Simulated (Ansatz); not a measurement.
**PbSe: computed DOS**

```yaml
crystal:
  lattice:
    - [5.21700, 0.00000, 0.00000]
    - [-2.60850, 4.51806, 0.00000]
    - [0.00000, 0.00000, 6.23791]
  atoms:
    - { symbol: Pb, position: [0.33333, 0.66667, 0.93798] }
    - { symbol: Pb, position: [0.66667, 0.33333, 0.43798] }
    - { symbol: Se, position: [0.33333, 0.66667, 0.43802] }
    - { symbol: Se, position: [0.66667, 0.33333, 0.93802] }
```

The conventional cell has a = 5.217 Å, b = 5.217 Å, c = 6.238 Å, α = 90.00°, β = 90.00°, γ = 120.00°. Pb (atom 1) has 5 Se at 3.01 to 3.12 Å as nearest neighbours. Se (atom 3) has 5 Pb at 3.01 to 3.12 Å as nearest neighbours.

The structure comes from a relaxation in the same program, started in the wurtzite type, and has space group P6_3/mmc. Whether it is a known phase or the ground state wasn't checked. The relaxation left the symmetry of that type.

No spin–orbit coupling, which matters for the heavy atoms here.

These are results of DFT, PBE, all-electron LAPW, scalar-relativistic in Ansatz 0.2.0, not measurements.

Sampling and basis: a Γ-centred 8×8×5 k mesh, Fermi–Dirac smearing of 0.08 eV, basis error target 0.5 meV/atom, no spin polarisation.

States per eV and cell, averaged over 0.6 eV, from -12.4 to 6.6 eV, with energies (bin centres) from the valence-band top; empty bins are left out. The partial columns, the largest 4 alone, are projections on Löwdin-orthogonalised atomic shells (those that the program's projection atoms carry: the occupied ones and, for some elements, an empty d or f shell; other empty shells have no column), summed over atoms of an element. Weights on diffuse s and p shells depend on that basis and aren't pure angular character.

| E (eV) | total | Se 4p | Pb 6p | Pb 6s | Se 4s |
| --- | --- | --- | --- | --- | --- |
| -12.2 | 4.70 | 0.02 | 0.59 | 0.23 | 3.81 |
| -11.6 | 1.18 | 0.00 | 0.09 | 0.01 | 1.05 |
| -8.0 | 4.09 | 0.67 | 0.04 | 3.25 | 0.12 |
| -7.4 | 2.10 | 0.25 | 0.01 | 1.62 | 0.21 |
| -6.8 | 0.46 | 0.04 | 0.00 | 0.34 | 0.09 |
| -6.2 | 0.02 | 0.00 | 0.00 | 0.01 | 0.00 |
| -4.4 | 0.00 | 0.00 | 0.00 | 0.00 | 0.00 |
| -3.8 | 1.01 | 0.58 | 0.41 | 0.01 | 0.00 |
| -3.2 | 3.27 | 2.03 | 1.18 | 0.02 | 0.01 |
| -2.6 | 3.12 | 2.14 | 0.93 | 0.02 | 0.01 |
| -2.0 | 5.00 | 3.70 | 1.10 | 0.10 | 0.05 |
| -1.4 | 3.61 | 2.70 | 0.62 | 0.23 | 0.03 |
| -0.8 | 2.91 | 2.13 | 0.34 | 0.35 | 0.04 |
| -0.2 | 1.08 | 0.82 | 0.08 | 0.15 | 0.02 |
| 1.6 | 2.68 | 0.25 | 2.03 | 0.07 | 0.22 |
| 2.2 | 3.38 | 0.47 | 2.53 | 0.03 | 0.19 |
| 2.8 | 3.73 | 0.79 | 2.62 | 0.02 | 0.09 |
| 3.4 | 3.02 | 0.70 | 2.09 | 0.02 | 0.02 |
| 4.0 | 3.65 | 0.96 | 2.23 | 0.01 | 0.01 |
| 4.6 | 3.06 | 0.93 | 1.70 | 0.01 | 0.00 |
| 5.2 | 0.92 | 0.20 | 0.34 | 0.00 | 0.00 |
| 5.8 | 1.43 | 0.09 | 0.15 | 0.00 | 0.00 |
| 6.4 | 3.67 | 0.13 | 0.15 | 0.00 | 0.00 |

Question: Which of the resolved shells contributes most in the top eV of the valence band?

Answer: Se 4p, with 75 % of all states there; Pb 6s follows with 13 %.
